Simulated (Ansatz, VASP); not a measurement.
One calculation of SrO, two programs

The input INCAR:

```
  PREC = Accurate
  ENCUT = 520
  EDIFF = 1E-7
  ISMEAR = 0
  SIGMA = 0.05
  LREAL = False
  LASPH = True
  NELM = 100
  ALGO = Normal
  ISIF = 2
  LWAVE = False
  LCHARG = False
  GGA = PE
  NBANDS = 15
```

KPOINTS

```
Automatic mesh
0
Gamma
  8 8 8
```

The input POSCAR:

```
SrO
1.0
    0.0000000000      2.5312530000      2.5312530000
    2.5312530000      0.0000000000      2.5312530000
    2.5312530000      2.5312530000      0.0000000000
Sr O
1 1
Direct
    0.0000000000      0.0000000000      0.0000000000
    0.5000000000      0.5000000000      0.5000000000
```

Input for Ansatz:

```yaml
crystal:
  lattice:
    - [0.0, 2.531253, 2.531253]
    - [2.531253, 0.0, 2.531253]
    - [2.531253, 2.531253, 0.0]
  atoms:
    - { symbol: Sr, position: [0.0, 0.0, 0.0] }
    - { symbol: O, position: [0.5, 0.5, 0.5] }
basis:
  ecutwfc: 420
kpoints:
  mp_grid: { grid: [8, 8, 8] }
hamiltonian:
  xc: pbe
scf:
  occupations: { method: gaussian, width: 0.05 }
output:
  forces: true
  stress: true
  eigenvalues: true
```

Change from the starting cell: strain -0.015 along x and y, -0.015 along z, atoms carried along.

Alike in both runs: task single point; functional PBE; k mesh 8 × 8 × 8; occupations gaussian, width 0.05 eV; no spin polarisation.

|  | VASP | Ansatz |
| --- | --- | --- |
| version | VASP 6.6.1 | Ansatz 0.2.0 |
| potentials or method | VASP PAW PBE potentials, release 64 (Sr_sv, O) | scalar-relativistic, plane waves, PAW |
| plane-wave cutoff (eV) | 520 | 420 |
| valence electrons in the cell | 16 | 16 |

|  | VASP | Ansatz | Ansatz less VASP |
| --- | --- | --- | --- |
| gap on the k mesh at the Fermi level (eV) | 3.23 | 3.29 | +0.053 |
| least direct gap on the mesh (eV) | 3.29 | 3.33 | +0.041 |
| pressure (GPa) | 8.5 | 7.8 | -0.72 |

With one functional, cell and mesh, what is left measures potentials, basis and numerics.

A k mesh can miss the band edges.
